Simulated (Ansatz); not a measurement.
# Te2Mo in Ansatz: the effect of functional

The system is Te2Mo.

```xyz
12
Lattice="6.3300 0.0000 0.0000 0.0000 3.4690 0.0000 -0.9468 0.0000 13.8276" Properties=species:S:1:pos:R:3 pbc="T T T"
Te    5.4013    2.6018    8.3588
Te   -0.0181    0.8672    5.4688
Te    4.9099    0.8672   11.7728
Te    0.4733    2.6018    2.0548
Te    1.7550    2.6018   12.3826
Te    3.6282    0.8672    1.4450
Te    2.1916    0.8672    8.9658
Te    3.1917    2.6018    4.8618
Mo    4.2299    2.6018   13.7253
Mo    1.1533    0.8672    0.1023
Mo    3.8493    0.8672    6.8225
Mo    1.5339    2.6018    7.0051
```

Alike in all runs:

- Program: Ansatz 0.2.0
- Task: band structure
- Potentials or basis: Ansatz PAW
- Cutoff: 420 eV (not typed: the program's choice for these potentials)
- k mesh: 3 × 6 × 2
- Occupations: fermi-dirac, width 0.05 eV
- Spin: no spin polarisation

**Question.** One run gave: pressure -1.4 GPa; largest force 0.26 eV/Å. Which functional did it use?
A. RPBE
B. revPBE
C. PBEsol
D. LDA
E. BLYP

**Answer.** C.

```tsv
functional	pressure (GPa)	largest force (eV/Å)
LDA	-3.3	0.40
PBEsol	-1.4	0.26
RPBE	4.5	0.26
revPBE	3.9	0.23
BLYP	8.6	0.52
```

Caveats: the PAW data sets come from PBE, with cores solved anew for the run's functional, which leaves a small shift of forces and pressure.

Runs at the PBE level aren't shown here.
